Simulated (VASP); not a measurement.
Input of a VASP 6.6.1 run:

The input INCAR:

```
PREC = Accurate
ENCUT = 520
EDIFF = 1E-7
ISMEAR = 0
SIGMA = 0.05
LREAL = False
LASPH = True
NELM = 60
ALGO = Normal
ISIF = 2
LWAVE = False
LCHARG = False
GGA = PS
NBANDS = 13
```

The input KPOINTS:

```
regular mesh
0
Gamma
  8 8 8
```

Contents of POSCAR:

```
Li2S
1.0
    0.0000000000      2.8540000000      2.8540000000
    2.8540000000      0.0000000000      2.8540000000
    2.8540000000      2.8540000000      0.0000000000
Li S
2 1
Direct
    0.2500000000      0.2500000000      0.2500000000
    0.7500000000      0.7500000000      0.7500000000
    0.0000000000      0.0000000000      0.0000000000
```

Potentials or basis: VASP PAW PBE potentials, release 64 (Li_sv, S).

Command:

```console
$ cat potpaw_PBE.64/Li_sv/POTCAR potpaw_PBE.64/S/POTCAR > POTCAR
$ mpirun -np 1 vasp_std > vasp.out
```

(1) Predict the band gap on the k mesh.

Answers

(1) 3.22 eV, indirect (least direct gap 4.08 eV).
